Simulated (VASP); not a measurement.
Te2Mo (CdCl2 (3R octahedral) bulk): gaps by functional in VASP

```xyz
3
Lattice="1.7510 1.0109 7.0688 -1.7510 1.0109 7.0688 0.0000 -2.0218 7.0688" Properties=species:S:1:pos:R:3 pbc="T T T"
Mo    0.0000    0.0000    0.0000
Te    0.0000    0.0000    5.2287
Te    0.0000    0.0000   15.9776
```

All runs share this cell. Band v is the last that the valence electrons fill when counted band by band, and c is the next. A negative gap between them is a band overlap, as in a metal.

| level | gap (eV) | least direct gap (eV) | pressure (GPa) |
| --- | --- | --- | --- |
| PBE | -0.34 | 0.00 | 1.8 |
| LDA | -0.35 | 0.00 | -3.8 |
| PBEsol | -0.35 | 0.01 | -2.1 |
